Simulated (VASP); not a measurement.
Output of a VASP run:

**OSZICAR**
```
       N       E                     dE             d eps       ncg     rms          rms(c)
DAV:   1     0.121672957963E+03    0.12167E+03   -0.72878E+03 10800   0.129E+03
DAV:   2    -0.889364721012E+01   -0.13057E+03   -0.12173E+03 11112   0.308E+02
DAV:   3    -0.167291765405E+02   -0.78355E+01   -0.74928E+01 11820   0.899E+01
DAV:   4    -0.168887524880E+02   -0.15958E+00   -0.15913E+00 12144   0.122E+01
DAV:   5    -0.168949489695E+02   -0.61965E-02   -0.61956E-02 13308   0.239E+00    0.193E+01
DAV:   6    -0.183305327358E+02   -0.14356E+01   -0.15784E+01 12168   0.987E+01    0.223E+01
DAV:   7    -0.154205167996E+02    0.29100E+01   -0.15122E+01 13344   0.102E+02    0.974E+00
DAV:   8    -0.153273965529E+02    0.93120E-01   -0.70401E-01 13008   0.133E+01    0.488E+00
DAV:   9    -0.152378047030E+02    0.89592E-01   -0.14429E-01 16092   0.920E+00    0.172E+00
DAV:  10    -0.152303220494E+02    0.74827E-02   -0.55895E-02 16104   0.423E+00    0.552E-01
DAV:  11    -0.152296432676E+02    0.67878E-03   -0.15157E-02 13500   0.224E+00    0.276E-01
DAV:  12    -0.152295251560E+02    0.11811E-03   -0.65657E-03 10832   0.858E-01    0.151E-01
DAV:  13    -0.152297640306E+02   -0.23887E-03   -0.82589E-03 10768   0.884E-01    0.774E-02
DAV:  14    -0.152297582998E+02    0.57307E-05   -0.10291E-02 10708   0.938E-01    0.640E-02
DAV:  15    -0.152299202378E+02   -0.16194E-03   -0.11854E-02 10680   0.985E-01    0.611E-02
DAV:  16    -0.152295883163E+02    0.33192E-03   -0.59440E-03 10656   0.759E-01    0.231E-02
DAV:  17    -0.152296736618E+02   -0.85345E-04   -0.58786E-03 10652   0.765E-01    0.345E-02
DAV:  18    -0.152296464599E+02    0.27202E-04   -0.59083E-03 10752   0.746E-01    0.377E-02
DAV:  19    -0.152295556090E+02    0.90851E-04   -0.14540E-03 10828   0.362E-01    0.268E-02
DAV:  20    -0.152295304505E+02    0.25158E-04   -0.23020E-03 10680   0.533E-01    0.210E-02
DAV:  21    -0.152295488737E+02   -0.18423E-04   -0.30068E-03 10684   0.568E-01    0.242E-02
DAV:  22    -0.152295055411E+02    0.43333E-04   -0.16044E-03 10676   0.386E-01    0.178E-02
DAV:  23    -0.152294594659E+02    0.46075E-04   -0.15356E-03 10700   0.405E-01    0.122E-02
DAV:  24    -0.152294281275E+02    0.31338E-04   -0.52642E-04 10704   0.250E-01    0.720E-03
DAV:  25    -0.152294167656E+02    0.11362E-04   -0.69274E-05 10856   0.107E-01    0.547E-03
DAV:  26    -0.152294229975E+02   -0.62320E-05   -0.42928E-05 10764   0.769E-02    0.539E-03
DAV:  27    -0.152294179510E+02    0.50465E-05   -0.14039E-04 10716   0.126E-01    0.687E-03
DAV:  28    -0.152294169068E+02    0.10442E-05   -0.83620E-05 10700   0.885E-02    0.488E-03
DAV:  29    -0.152294134783E+02    0.34285E-05   -0.59960E-05 10684   0.835E-02    0.285E-03
DAV:  30    -0.152294124681E+02    0.10103E-05   -0.31738E-05 10676   0.608E-02    0.227E-03
DAV:  31    -0.152294124520E+02    0.16019E-07   -0.15918E-05 10696   0.413E-02    0.240E-03
DAV:  32    -0.152294120564E+02    0.39567E-06   -0.11306E-05 10748   0.358E-02    0.164E-03
DAV:  33    -0.152294117208E+02    0.33558E-06   -0.15615E-05 10704   0.420E-02    0.124E-03
DAV:  34    -0.152294114563E+02    0.26451E-06   -0.90134E-06 10680   0.320E-02
   1 F= -.15229411E+02 E0= -.15228140E+02  d E =-.254324E-02  mag=    -0.0000     0.0000     2.1696
       N       E                     dE             ncg
```

File OUTCAR:
```
------------------------ aborting loop because EDIFF is reached ----------------------------------------
  FORCE on cell =-STRESS in cart. coord.  units (eV):
  Direction    XX          YY          ZZ          XY          YZ          ZX
  --------------------------------------------------------------------------------------
  Total       -0.0675712     -0.0675712     -0.0799333      0.0000005      0.0000000      0.0000000
  in kB       -4.1928814     -4.1928814     -4.9599660      0.0000321      0.0000000      0.0000000
  external PRESSURE =      -4.4485763 kB  Pullay stress =       0.0000000 kB
  volume of cell :       25.82
      direct lattice vectors                 reciprocal lattice vectors
     2.658235496  0.000000000  0.000000000     0.376189394  0.000000000  0.000000000
     0.000000000  2.658235496  0.000000000     0.000000000  0.376189394  0.000000000
     0.000000000  0.000000000  3.654035493     0.000000000  0.000000000  0.273670029
 POSITION                                       TOTAL-FORCE (eV/Angst)
 -----------------------------------------------------------------------------------
      0.00000      0.00000      0.00000         0.000000      0.000000      0.000000
      1.32912      1.32912      1.82702         0.000000      0.000000      0.000000
 -----------------------------------------------------------------------------------
    total drift:                                0.000000      0.000000      0.000000
  FREE ENERGIE OF THE ION-ELECTRON SYSTEM (eV)
  ---------------------------------------------------
  free  energy   TOTEN  =       -15.2294114563 eV

  energy  without entropy=      -15.2268682147  energy(sigma->0) =      -15.22813984

 total charge

# of ion       s       p       d       tot
------------------------------------------
    1        0.426   0.476   7.234   8.136
    2        0.727   0.733   8.028   9.487
--------------------------------------------------
tot          1.153   1.208  15.262  17.623

 magnetization (x)

# of ion       s       p       d       tot
------------------------------------------
    1       -0.000   0.000   0.000  -0.000
    2       -0.000  -0.000   0.000  -0.000
--------------------------------------------------
tot         -0.000  -0.000   0.000  -0.000

 magnetization (y)

# of ion       s       p       d       tot
------------------------------------------
    1       -0.000   0.000   0.000   0.000
    2       -0.000  -0.000  -0.000  -0.000
--------------------------------------------------
tot         -0.000  -0.000  -0.000  -0.000

 magnetization (z)

# of ion       s       p       d       tot
------------------------------------------
    1       -0.001  -0.010   1.812   1.801
    2       -0.013  -0.046   0.430   0.371
--------------------------------------------------
tot         -0.014  -0.057   2.242   2.172

 Ion:    1  E_soc:     -0.0116200

 Ion:    2  E_soc:     -0.7548917
```
(Selected blocks of OUTCAR.)

### POSCAR
```
CoPt
1
    2.6582354960     0.0000000000     0.0000000000
    0.0000000000     2.6582354960     0.0000000000
   -0.0000000000     0.0000000000     3.6540354927
Co Pt
1 1
Direct
  0.0000000000   0.0000000000   0.0000000000
  0.5000000000   0.5000000000   0.5000000000
```

Problem. Reconstruct the remaining input files.

Solution. One answer among several that fit: the input of the run itself, PBEsol GGA with spin-orbit coupling, plane waves, VASP's PBE PAW potentials (set 64).

**INCAR**
```
ALGO = Normal
EDIFF = 1E-6
ENCUT = 400
GGA = PS
GGA_COMPAT = F
ISMEAR = 0
LASPH = T
LCHARG = F
LMAXMIX = 6
LORBIT = 11
LREAL = F
LSORBIT = T
LWAVE = F
MAGMOM = 0 0 1.8 0 0 0.4
NELM = 100
PREC = Accurate
SIGMA = 0.05
SYSTEM = CoPt
```

KPOINTS_OPT:
```
k-points along high-symmetry lines
5
Line-mode
Reciprocal
  0.000000   0.000000   0.000000 ! GAMMA
  0.000000   0.500000   0.000000 ! X

  0.000000   0.500000   0.000000 ! X
  0.500000   0.500000   0.000000 ! M

  0.500000   0.500000   0.000000 ! M
  0.000000   0.000000   0.000000 ! GAMMA

  0.000000   0.000000   0.000000 ! GAMMA
  0.000000   0.000000   0.500000 ! Z

  0.000000   0.000000   0.500000 ! Z
  0.000000   0.500000   0.500000 ! R

  0.000000   0.500000   0.500000 ! R
  0.500000   0.500000   0.500000 ! A

  0.500000   0.500000   0.500000 ! A
  0.000000   0.000000   0.500000 ! Z

  0.000000   0.500000   0.000000 ! X
  0.000000   0.500000   0.500000 ! R

  0.500000   0.500000   0.000000 ! M
  0.500000   0.500000   0.500000 ! A
```

File KPOINTS:
```
Automatic mesh
0
Gamma
12 12 9
0 0 0
```

POTCAR, in this order: Co Pt (PBE.64 set). Program: vasp_ncl.

The compound is CoPt in the L1_0 structure. It was relaxed first.
